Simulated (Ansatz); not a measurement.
**WSe2 (P-6m2), random displacements**

The calculation used Ansatz, DFT PBEsol, scalar-relativistic, plane waves, PAW. Cutoff 420 eV, Γ-centred 12×12×2 k-points, Gaussian smearing of 0.05 eV. Spin–orbit coupling is left out, which matters for the heavy elements here. No spin polarisation. Energies are free energies at this smearing, counted from the undisturbed cell; pressure is positive in compression.

The undisturbed cell (as given, not relaxed at this level; this form isn't the usual structure):

```
CELL_PARAMETERS angstrom
3.31794 0.00000 0.00000
-1.65897 2.87342 0.00000
0.00000 0.00000 16.65814
ATOMIC_POSITIONS crystal
W 0.00000 0.00000 0.00000
Se 0.33333 0.66667 0.09979
Se 0.33333 0.66667 0.90021
```

The cell holds layers and no dispersion correction was added, so their binding is poorly described.

The atoms are displaced (Å, in the unstrained cell):

| atom | ux | uy | uz |
| --- | --- | --- | --- |
| W1 | -0.033 | 0.051 | -0.004 |
| Se2 | 0.007 | -0.047 | -0.004 |
| Se3 | 0.027 | -0.004 | 0.008 |

Strain (Voigt, engineering shear): (0.0125, -0.0010, 0.0084, 0.0010, 0.0118, -0.0070).

Question: What are the energy change, the stress and the forces?

Answer: ΔE = 38.0 meV/atom; stress (xx, yy, zz, yz, xz, xy; compression positive) (-2.87, -1.12, -0.87, 0.55, -0.17, 0.50) GPa; gap on the mesh 1.47 eV.
```
atom Fx (eV/Å) Fy Fz
  W1       0.87  -1.44   0.08
 Se2      -0.48   0.88  -0.30
 Se3      -0.39   0.56   0.22
```

Cost: 1 run of about 0.9 core-minutes, on Arm Neoverse V1 (shared hosts).